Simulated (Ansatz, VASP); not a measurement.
# ZnO in VASP and in Ansatz

File INCAR:

```
PREC = Accurate
ENCUT = 520
EDIFF = 1E-6
ISMEAR = 0
SIGMA = 0.05
LREAL = F
LASPH = T
NELM = 80
ALGO = Normal
ISIF = 2
LWAVE = F
LCHARG = T
GGA = PS
LELF = T
LVHAR = T
NBANDS = 26
```

KPOINTS

```
regular mesh
0
Gamma
  9 9 6
```

The input POSCAR:

```
ZnO
1.0
    3.0869287877      0.0000000000      0.0000000000
   -1.5434643938      2.6733587498      0.0000000000
    0.0000000000      0.0000000000      4.9436100000
Zn O
2 2
Direct
    0.3333333333      0.6666666667      0.0000000000
    0.6666666667      0.3333333333      0.5000000000
    0.3333333333      0.6666666667      0.3821000000
    0.6666666667      0.3333333333      0.8821000000
```

Input for Ansatz:

```yaml
crystal:
  lattice:
    - [3.0869287877, 0.0, 0.0]
    - [-1.5434643938, 2.6733587498, 0.0]
    - [0.0, 0.0, 4.94361]
  atoms:
    - { symbol: Zn, position: [0.3333333333, 0.6666666667, 0.0] }
    - { symbol: Zn, position: [0.6666666667, 0.3333333333, 0.5] }
    - { symbol: O, position: [0.3333333333, 0.6666666667, 0.3821] }
    - { symbol: O, position: [0.6666666667, 0.3333333333, 0.8821] }
basis:
  ecutwfc: 420
kpoints:
  mp_grid: { grid: [9, 9, 6] }
hamiltonian:
  xc: pbesol
scf:
  occupations: { method: gaussian, width: 0.05 }
output:
  forces: true
  stress: true
  eigenvalues: true
```

Change from the starting cell: strain -0.050 along x and y, -0.050 along z, atoms carried along.

Alike in both runs: task single point; functional PBEsol; k mesh 9 × 9 × 6; occupations gaussian, width 0.05 eV; no spin polarisation.

|  | VASP | Ansatz |
| --- | --- | --- |
| version | VASP 6.6.1 | Ansatz 0.2.0 |
| potentials or method | VASP PAW PBE potentials, release 64 (Zn, O) | scalar-relativistic, plane waves, PAW |
| plane-wave cutoff (eV) | 520 | 420 |
| valence electrons in the cell | 36 | 36 |

```tsv
	VASP	Ansatz	Ansatz less VASP
gap on the k mesh at the Fermi level (eV)	0.90	0.91	+0.005
least direct gap on the mesh (eV)	0.90	0.91	+0.005
pressure (GPa)	30.5	28.7	-1.78
largest component of the traceless stress (GPa)	0.28	0.29	+0.002
rms of the force components (eV/Å)	0.025	0.024	-0.0009
```

Atom by atom the forces differ by 0.001 eV/Å (rms over components). With one functional, cell and mesh, what is left measures potentials, basis and numerics.

Caveats: so large a pressure means that the cell lies far from this level's equilibrium, or that cutoff or potentials fall short (VASP); the potentials were made for another functional, which shifts forces and pressure (VASP).
